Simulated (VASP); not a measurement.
## From VASP inputs to Ansatz: TiO₂ (strained fluorite)

INCAR

```
NSW = 0
LASPH = .TRUE.
PREC = Accurate
NELM = 120
LWAVE = .FALSE.
IBRION = -1
METAGGA = R2SCAN
ISMEAR = 0
SIGMA = 0.01
LCHARG = .FALSE.
LREAL = .FALSE.
EDIFF = 1E-7
ALGO = Normal
NBANDS = 19
ISIF = 2
ENCUT = 520
```

KPOINTS

```
KPOINTS created by Atomic Simulation Environment
0
Gamma
10 10 10
0 0 0
```

KPOINTS_OPT

```
special points
7
Reciprocal
0.0000000000 0.0000000000 0.0000000000 1
0.5000000000 0.0000000000 0.5000000000 1
0.6250000000 0.2500000000 0.6250000000 1
0.3750000000 0.3750000000 0.7500000000 1
0.5000000000 0.5000000000 0.5000000000 1
0.5000000000 0.2500000000 0.7500000000 1
0.0000000000 0.5000000000 0.5000000000 1
```

POSCAR

```
Ti O
 1.0000000000000000
    -0.0159788484000000    2.3808484095000000    2.3808484095000000
     2.3808484095000000   -0.0159788484000000    2.3808484095000000
     2.3808484095000000    2.3808484095000000   -0.0159788484000000
 Ti  O
   1   2
Cartesian
 -0.0000000000000000 -0.0000000000000000 -0.0000000000000000
  1.1884001271130102  1.1884001271130102  1.1884001271130105
  3.5573178434869899  3.5573178434869899  3.5573178434869894
```

VASP ran with the recommended PBE PAW datasets (24 valence electrons in the cell).

Translate these files to an Ansatz input.



```yaml
crystal:
  lattice:
    - [-0.0159788484, 2.3808484095, 2.3808484095]
    - [2.3808484095, -0.0159788484, 2.3808484095]
    - [2.3808484095, 2.3808484095, -0.0159788484]
  atoms:
    - { symbol: Ti, position: [0.0, 0.0, 0.0] }
    - { symbol: O, position: [0.2504152447, 0.2504152447, 0.2504152447] }
    - { symbol: O, position: [0.7495847553, 0.7495847553, 0.7495847553] }
kpoints:
  mp_grid: { grid: [10, 10, 10] }
  band_path:
    path:
      - [0.0, 0.0, 0.0]
      - [0.5, 0.0, 0.5]
      - [0.625, 0.25, 0.625]
      - [0.375, 0.375, 0.75]
      - [0.5, 0.5, 0.5]
      - [0.5, 0.25, 0.75]
      - [0.0, 0.5, 0.5]
    npoints: 1
hamiltonian:
  xc: r2scan
scf:
  occupations: { method: fixed }
  n_extra_bands: 4
output:
  forces: true
  stress: true
  eigenvalues: true
```

Other inputs would serve too.

|  | VASP | Ansatz |
| --- | --- | --- |
| gap between bands v and c | 1.56 eV | 1.52 eV |
| least direct gap | 2.27 eV | 2.23 eV |
| pressure | 4.4 GPa | 2.9 GPa |

Each program uses its own PAW datasets. VASP's cell holds 24 valence electrons and Ansatz's 24. Ansatz's stress includes a Pulay correction; VASP's doesn't.
